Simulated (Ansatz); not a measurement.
**Could BaZrO3 exist in this structure?**

Plane-wave DFT in Ansatz with scalar-relativistic PAW potentials. The crystal relaxes under PBE to Pm-3m with a = 4.227 Å, 15.11 Å³/atom. No spin polarisation.

```
CELL_PARAMETERS angstrom
4.22716 0.00000 0.00000
0.00000 4.22716 0.00000
0.00000 0.00000 4.22716
ATOMIC_POSITIONS crystal
Ba 0.00000 0.00000 0.00000
Zr 0.50000 0.50000 0.50000
O 0.00000 0.50000 0.50000
O 0.50000 0.00000 0.50000
O 0.50000 0.50000 0.00000
```

**Question.** Test it against the elements, against displacements at the zone centre and against strain.

**Answer.**
- Energy over the elements: -3.283 eV/atom (PBE, standard states in the same functional, gases uncorrected)
- Optical modes at Γ: all 12 real, 88 to 502 cm⁻¹ (PBEsol, without the LO-TO term)
- Least eigenvalue of the elastic tensor: 85 GPa (PBEsol)

It passes all three tests. So it is a local minimum against everything tried and bound against the elements. Modes at other wave vectors, other structures and decomposition into other compounds weren't tested here. The cell tested can't double, which is how many cubic oxides and halides distort (tilted octahedra, shifted anions). The modes and the tensor belong to cells relaxed at their own level (14.61 Å³/atom for the tensor), not to the cell shown; modes and shear constants soften as a cell grows, so the larger cell shown may fail a test that the smaller one passes.